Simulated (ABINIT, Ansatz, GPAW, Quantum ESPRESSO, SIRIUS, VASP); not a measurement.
## Cu: 7 runs at one level of theory

```
Cu
1.0
     0.00000    1.80750    1.80750
     1.80750    0.00000    1.80750
     1.80750    1.80750    0.00000
Cu
1
Direct
  0.00000 0.00000 0.00000
```

Alike in all runs: task single point; functional PBEsol; k mesh 13 × 13 × 13; occupations fermi-dirac, width 0.05 eV; no spin polarisation; no spin-orbit coupling. Pressure is positive in compression and, in plane waves, holds the error of the finite cutoff, which Ansatz's Pulay term estimates and takes out.

```tsv
program and potentials	plane-wave cutoff (eV)	notes	pressure (GPa)
Ansatz, Ansatz PAW	420	potentials made for PBE, which Ansatz adapts in part; 19 valence electrons an atom on average; Pulay term of +0.11 GPa included	-6.58
Ansatz, all-electron LAPW, scalar-relativistic	-	-	-6.59
Quantum ESPRESSO, GBRV 1.5 PBEsol	762	19 valence electrons an atom on average	-6.58
VASP, PBE PAW files Cu, 520 eV	520	potentials made for PBE; 11 valence electrons an atom on average	-5.91
SIRIUS, PseudoDojo 0.4.1 PBEsol standard (scalar relativistic)	1254	19 valence electrons an atom on average	-6.91
ABINIT, PseudoDojo NC SR PBEsol v0.4.1 standard	1252	19 valence electrons an atom on average	-6.96
GPAW, PAW data sets generated for this functional	600	11 valence electrons an atom on average	-4.74
```

The pressure spans -6.96 (ABINIT, PseudoDojo NC SR PBEsol v0.4.1 standard) to -4.74 GPa (GPAW, PAW data sets generated for this functional), with all-electron results at -6.59.

Differences between rows come from potentials, basis sets and numerical settings, since the functional is the same but for its coding. Runs on potential files found faulty are left out.

All seven runs put the crystal under tension, so PBEsol favours a smaller cell than this one, which lies close to the measured room-temperature lattice constant. This fits the functional's known tendency to overbind the late 3d metals slightly: its weaker gradient enhancement of exchange favours denser structures than PBE does.

The scatter follows the treatment of the semicore. The runs with 19 valence electrons stay near the all-electron value of -6.59 GPa, while the two with 11 give weaker tension, -5.91 and -4.74 GPa. Copper's 3s and 3p shells occupy much the same region of space as 3d, so freezing them probably contributes to the shift, though data-set construction and basis convergence could do so too. A mismatch of functional in the potentials can't be the general cause, as the largest deviation comes from data sets generated for PBEsol. The close agreement of SIRIUS and ABINIT suggests that their small common offset stems from the PseudoDojo potentials rather than the codes. A single volume fixes neither the equilibrium lattice constant nor the bulk modulus.
